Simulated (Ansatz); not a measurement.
# GaP: where the heat goes in a short trajectory

These are results of DFT PBE, scalar-relativistic, plane waves, PAW in Ansatz 0.2.0, not measurements. Settings: plane waves to 420 eV, k-mesh 2×2×2 (shifted by 0.5, 0.5, 0.5 steps), Fermi–Dirac smearing 0.026 eV. The mesh is coarse. No spin polarisation.

16 atoms start on the lattice sites below (V = 333.7 Å³, 1.00 times the source cell's; static pressure 0.04 GPa, largest force component 0.01 eV/Å) with velocities drawn for 300 K; Langevin thermostat aiming at the same temperature, fixed cell, 162 steps of 3 fs.

```xyz
16
Lattice="-5.5051 0.0000 5.5051 -5.5051 -5.5051 0.0000 0.0000 -5.5051 5.5051" Properties=species:S:1:pos:R:3 pbc="T T T"
Ga   -2.7525   -5.5051    2.7525
Ga    0.0000   -2.7525    2.7525
Ga   -2.7525   -2.7525    0.0000
Ga    0.0000    0.0000    0.0000
Ga   -5.5051   -5.5051    5.5051
Ga   -2.7525   -2.7525    5.5051
Ga   -5.5051   -2.7525    2.7525
Ga   -2.7525    0.0000    2.7525
P    -4.1288   -4.1288    4.1288
P    -6.8813   -6.8813    4.1288
P    -4.1288   -6.8813    6.8813
P    -6.8813   -9.6339    6.8813
P    -6.8813   -4.1288    6.8813
P    -9.6339   -6.8813    6.8813
P    -6.8813   -6.8813    9.6339
P    -9.6339   -9.6339    9.6339
```

```
t (fs) T (K) kinetic energy (meV/atom) potential energy over the first frame (meV/atom) P with the kinetic part (GPa)
   0.0    281                       36.4                                               0.0                           0.23
  33.0    232                       30.0                                              22.9                           0.41
  66.0    200                       25.9                                              28.1                           0.30
  99.0    179                       23.2                                              29.9                           0.03
 132.0    274                       35.4                                              38.8                           0.35
 165.0    211                       27.3                                              50.3                           0.48
 198.0    429                       55.5                                              32.6                           0.47
 231.0    326                       42.2                                              34.9                           0.41
 264.0    338                       43.8                                              30.8                           0.50
 297.0    250                       32.4                                              35.6                           0.10
 330.0    262                       33.8                                              30.7                           0.23
 363.0    257                       33.2                                              37.8                           0.29
 396.0    309                       40.0                                              31.8                           0.39
 429.0    401                       51.8                                              31.2                           0.43
 462.0    367                       47.4                                              55.9                           0.41
```

T counts 3N degrees of freedom. Means over every step of the second half, not only the rows shown: T = 326 K, kinetic energy 42.1 meV/atom, potential energy 37.5 meV/atom, P = 0.35 GPa.

Task: Does the potential energy follow equipartition for harmonic vibrations?

Result: In a harmonic crystal each vibration holds as much potential as kinetic energy on average; T is counted on all 3N degrees of freedom here, and the thermostat also drives the centre of mass, which has no potential energy, so the share is (N − 1)/N of the kinetic energy, 39.5 meV/atom. The run has 37.5, a ratio of 0.95. That is near one, as for a crystal vibrating about its sites. So short a run gives a rough mean.

Task: Split the rise of pressure into the kinetic part and the rest. Can a thermal Grüneisen parameter be estimated?

Result: The program counts the kinetic part as N k_B T/V = 0.22 GPa. The pressure lies 0.31 GPa over the static one in all, so the forces add 0.09 GPa. For a harmonic mode with ω ∝ V^(−γ) and an amplitude that scales with the cell, the forces add (2γ − 2/3)U/V, which needs no equipartition; when U equals the kinetic energy K, this and the kinetic part 2K/(3V) sum to the Mie–Grüneisen γE_th/V. With U = N × 37.5 meV, γ = 1/3 + V ΔP_forces/(2U) = 0.49, for harmonic vibrations a mean over the modes weighted by their potential energy, for uniform scaling of the cell (in a layered or otherwise anisotropic crystal this differs from γ under hydrostatic pressure). Most solids fall between 1 and 3, and tetrahedral, framework and layered ones often lower; anharmonic motion and pressure swings in a cell of 16 atoms make this value uncertain by tenths or more.

Cost: 1 run of about 45 core-minutes (earlier runs that led there not counted), on Intel Xeon Processor @ 2.70GHz (shared hosts).